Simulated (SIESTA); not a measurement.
**Ge under changes of volume**

One of the cells (20.454 Å³/atom); the others are scaled copies at fixed shape and fractional positions:

```xyz
12
Lattice="5.9300 0.0000 0.0000 0.0000 5.9300 0.0000 0.0000 0.0000 6.9800" Properties=species:S:1:pos:R:3 pbc="T T T"
Ge    2.2237    0.9885    5.2350
Ge    1.9765    5.1887    3.4900
Ge    3.7062    4.9415    1.7450
Ge    3.9535    0.7412    0.0000
Ge    5.1887    1.9765    3.4900
Ge    4.9415    3.7062    5.2350
Ge    0.7412    3.9535    0.0000
Ge    0.9885    2.2237    1.7450
Ge    3.4097    2.5202    1.7450
Ge    5.4852    5.4852    3.4900
Ge    2.5202    3.4097    5.2350
Ge    0.4447    0.4447    0.0000
```

This isn't the form of Ge at room conditions, which is diamond.

| Quantity | Value |
| --- | --- |
| Program | SIESTA 5.4.2 |
| Functional | PBEsol |
| Potentials or basis | PseudoDojo 0.4 standard (PBEsol files) |
| Basis | DZP (energy shift 0.003 Ry; two zetas on semicore shells) |
| Grid cutoff | 800 Ry |
| Energy shift | 0.003 Ry |
| k mesh | 4 × 4 × 3 |
| Occupations | fermi-dirac, width 0.05 eV |
| Spin | no spin polarisation |

```csv
volume (Å³/atom),energy over the lowest point (meV/atom),pressure (GPa),gap on the mesh (eV),largest force (eV/Å)
19.227,34.21,7.0,1.14,1.102
19.636,?,?,?,?
20.045,8.47,3.2,1.04,0.970
20.454,2.34,1.6,0.99,0.930
20.863,0.00,0.2,0.94,0.915
21.272,1.23,-1.1,0.90,0.853
21.682,5.44,-2.2,0.85,0.796
```

Q: What does the run at 19.636 Å³/atom give?

A: Energy over the lowest point 18.90 meV/atom; pressure 5.1 GPa; gap on the mesh 1.09 eV; largest force 1.038 eV/Å.

Worked out: A Birch-Murnaghan fit of order 3 (a polynomial in V^(-2/3)) to the other rows has its minimum at 20.92 Å³/atom with B0 = V·E''(V) = 68 GPa and B' = 4.7 at fixed shape and positions, which overstates the stiffness. It gives 18.92 meV/atom at 19.636 Å³/atom, against the run's 18.90, and -dE/dV = 5.0 GPa, against 5.1. A straight line through the other rows of the gap, of slope -2.4 eV per unit of ln V, gives 1.09 eV, against the run's 1.09.

Energies are extrapolated to zero smearing.

Caveats: an odd mesh through Γ misses points on the zone boundary, where band edges often lie; the basis of atomic orbitals isn't converged, which shifts pressures, moduli and gaps; forces of over 1 eV/Å show positions far from the minimum, so gaps and moduli don't describe the material at rest (some runs). Spin-orbit coupling on Ge is left out.
